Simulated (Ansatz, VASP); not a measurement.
**One calculation of Na, two programs**

```xyz
2
Lattice="3.7670 0.0000 0.0000 -1.8835 3.2623 0.0000 0.0000 0.0000 6.2155" Properties=species:S:1:pos:R:3 pbc="T T T"
Na    0.0000    2.1749    1.5539
Na    1.8835    1.0874    4.6617
```

Change from the starting cell: zz strain of +1 %, crystal datasets.

Alike in both runs: task electric field gradients; functional PBE; k mesh 13 × 13 × 7; occupations fermi-dirac, width 0.05 eV; no spin polarisation.

```csv
,VASP,Ansatz
version,VASP 6.6.1,Ansatz 0.2.0
potentials or method,"VASP PAW PBE potentials, release 64 (Na_pv), cutoff 520 eV","all-electron PAW with datasets made for the crystal, scalar-relativistic"
```

|  | VASP | Ansatz | Ansatz less VASP |
| --- | --- | --- | --- |
| pressure (GPa) | -0.2 | -0.2 | +0.01 |
| Vzz of the field gradient on the site that differs most (V/Å²) | -0.4 | -0.4 | 0.00 |

Ansatz ran all-electron here, so the differences hold the error of VASP's frozen core and of both bases.
